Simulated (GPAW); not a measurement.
A run of GPAW 26.7.0 is set up as follows.

File run.py:

```python
import numpy as np
from ase.dft.bandgap import bandgap
from ase.io import read, write
from ase.units import GPa
from gpaw import GPAW, PW, setup_paths
from gpaw.spinorbit import soc_eigenstates

setup_paths.insert(0, '.')

atoms = read('InAs.xyz')

calc = GPAW(mode=PW(600),
            xc='WC',
            kpts={'size': (6, 6, 6), 'gamma': True},
            occupations={'name': 'fermi-dirac', 'width': 0.05},
            nbands=18,
            convergence={'density': 1e-05, 'energy': 1e-05},
            maxiter=150,
            txt='gpaw.txt')
atoms.calc = calc
energy = atoms.get_potential_energy()
forces = atoms.get_forces()
stress = atoms.get_stress()
calc.write('gs.gpw')
write('result.traj', atoms)
print(f'Energy: {energy:.6f} eV')
print('Forces (eV/A):')
print(forces.round(4))
print('Stress (GPa):', (stress / GPa).round(3))
print('Fermi level:', round(calc.get_fermi_level(), 4), 'eV')
print(f'Gap: {bandgap(calc)[0]:.4f} eV, direct: {bandgap(calc, direct=True)[0]:.4f} eV')

path = atoms.cell.bandpath('GXWKGLUWLK,UX', npoints=100, eps=1e-4)
bs_calc = calc.fixed_density(kpts=path, symmetry='off', nbands=30,
                             convergence={'bands': 'CBM+6.0', 'eigenstates': 1e-6}, txt='bands.txt')
bs = bs_calc.band_structure()
bs.write('bs.json')
print(f'Gap on the path: {bandgap(bs_calc)[0]:.4f} eV')

soc = soc_eigenstates(bs_calc, theta=90, phi=0)
np.savetxt('soc_bands.dat', soc.eigenvalues(), fmt='%.4f')
mesh = soc_eigenstates('gs.gpw', theta=90, phi=0)
np.savetxt('soc_mesh.dat', mesh.eigenvalues(), fmt='%.4f')
print('Fermi level with spin-orbit coupling:', round(mesh.fermi_level, 4), 'eV')
```

InAs.xyz

```xyz
2
Lattice="0.0000000000 3.0180000000 3.0180000000 3.0180000000 0.0000000000 3.0180000000 3.0180000000 3.0180000000 0.0000000000" Properties=species:S:1:pos:R:3 pbc="T T T"
In     0.0000000000      0.0000000000      0.0000000000
As     4.5270000000      4.5270000000      4.5270000000
```

Potentials or basis: PAW data sets generated in the run's folder for this functional, pw.

Run with:

```sh
$ gpaw-setup -f WC As In
$ OMP_NUM_THREADS=1 python run.py
```

(1) Predict the pressure.

(2) Predict the band gap along the path.

Answers

(1) 1.4 GPa.

(2) none (metal or under the smearing width).

Caveat: spin-orbit coupling was added after a scalar SCF, so levels and gaps hold it while energy, forces, pressure and moments don't; this program's spin-orbit splittings come out too wide for heavy elements; this crystal is a semiconductor, whose small gap the functional closes, so the metal is an error of the method.

**The experiment to reproduce.**

A printed reference work, data compilation reports, for a bulk crystal of InAs at 4.2 K: band gap 0.418 eV (direct).

A measured gap of InAs is 0.418 eV (direct; 4.2 K; a printed reference work, data compilation); the calculated 0.00 eV misses it by -0.42 eV. The value is that of WC, without temperature or zero-point motion. Semilocal functionals fall short of measured gaps as a rule.
